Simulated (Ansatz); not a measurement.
The system is TiB2.

```
Ti B
1.0
     3.02920    0.00000    0.00000
    -1.51460    2.62336    0.00000
     0.00000    0.00000    3.22840
Ti B
1 2
Direct
  0.00000 0.00000 0.00000
  0.66667 0.33333 0.50000
  0.33333 0.66667 0.50000
```

Program: Ansatz 0.2.0. Alike in all runs: task density of states; potentials or basis all-electron LAPW, scalar-relativistic; no spin polarisation; cell as given; k mesh 10 × 10 × 8; cutoff (eV) 282; smearing fermi-dirac 0.05 eV; basis error allowed 0.002 eV/atom.

**Question.** Order these runs on this cell by their pressure, lowest first.
A. level PBEsol
B. level PBEsol+U; U Ti d U = 2 eV
C. level PBEsol+U; U Ti d U = 6 eV
D. level PBEsol+U; U Ti d U = 8 eV
E. level PBEsol+U; U Ti d U = 4 eV

**Answer.** A (-5.1 GPa), B (-3.4 GPa), E (-1.5 GPa), C (0.6 GPa), D (2.9 GPa).

Caveats: U is the effective U less J, on atomic orbitals that reach past the spheres (some runs); U without spin polarisation on a metal has little footing (some runs); the U is typed as a test and isn't derived for this compound (some runs).
